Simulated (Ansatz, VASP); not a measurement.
**One calculation of Mo, two programs**

Contents of INCAR:

```
  ALGO = Normal
  EDIFF = 1E-6
  EDIFFG = -0.01
  ENCUT = 600
  GGA = CA
  IBRION = 2
  ISIF = 3
  ISMEAR = -1
  LASPH = True
  LCHARG = False
  LREAL = False
  LWAVE = False
  NELM = 60
  NSW = 80
  PREC = Accurate
  SIGMA = 0.1
```

KPOINTS

```
k-points
0
Gamma
  12 12 12
```

Contents of POSCAR:

```
Mo
1.0
    2.5629259694      0.0000000000      0.0000000000
    0.0000000000      2.5629259694      0.0000000000
    0.0000000000      0.0000000000      2.5629259694
Mo
1
Direct
    0.0000000000      0.0000000000      0.0000000000
```

Input for Ansatz:

```yaml
crystal:
  lattice:
    - [2.5629259694, 0.0, 0.0]
    - [0.0, 2.5629259694, 0.0]
    - [0.0, 0.0, 2.5629259694]
  atoms:
    - { symbol: Mo, position: [0.0, 0.0, 0.0] }
hamiltonian:
  xc: lda
  pseudopotentials:
    kind: paw
    azcp:
      Mo: "pseudopotentials/Mo.paw.azcp"
basis:
  ecutwfc: 420
  fft_grid_basis: typed
kpoints:
  mp_grid: { grid: [12, 12, 12], shift: [0, 0, 0] }
magnetization:
  spin_polarized: false
scf:
  occupations: { method: fermi_dirac, width: 0.1 }
relax:
  max_steps: 60
  f_tol: 0.01
  cell: {}
```

The cell was built by a generator and needn't be a form met in nature.

Alike in both runs: task relaxation of cell and atoms; functional LDA; k mesh 12 × 12 × 12; occupations fermi-dirac, width 0.1 eV; no spin polarisation.

```csv
,VASP,Ansatz
version,VASP 6.6.1,Ansatz 0.2.0
potentials or method,"VASP PAW LDA potentials, release 64 (Mo_sv)","plane waves (420 eV) with PAW, scalar-relativistic"
plane-wave cutoff (eV),600,420
valence electrons in the cell,14,14
```

|  | VASP | Ansatz | Ansatz less VASP |
| --- | --- | --- | --- |
| relaxed volume (Å³/atom) | 16.81 | 16.74 | -0.072 |
| relaxed cell length with the largest relative difference (Å) | 2.562 | 2.558 | -0.0037 |

Ansatz warned: «pseudo_functional_mismatch».
